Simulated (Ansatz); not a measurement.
A crystal relaxed with r2SCAN in the PAW code Ansatz has space group Fm-3m (No. 225) and a = 7.511 Å.

```
atom  site       x       y       z
  Mg    4a  0.0000  0.0000  0.0000
  Xx    8c  0.2500  0.7500  0.7500
```

The r2SCAN gap is indirect, 1.34 eV (X to Γ), below the direct gap of 1.54 eV at X. HSE06 gives an indirect gap of 1.43 eV, from X to Γ; the least direct gap is 1.82 eV at X. PBE gives an indirect gap of 0.61 eV, from X to Γ; the least direct gap is 1.08 eV at X. Meshes: r2SCAN 6×6×6, HSE06 4×4×4, PBE 6×6×6. r2SCAN's ε∞ is 4.7 in all directions.

Question: Which element is Xx?
A. I
B. H
C. Br
D. F

Answer: A. Xx is I: MgI2 in the fluorite structure. Mg has 8 I at 3.25 Å; I has 4 Mg at 3.25 Å.

The calculation is spin-unpolarised, and the structure need not be a phase that has been made.

Spin-orbit coupling is left out, which matters wherever the heavy atoms make up the band edges.

The meshes of the hybrids are coarse, so their gaps aren't converged to the digits shown.
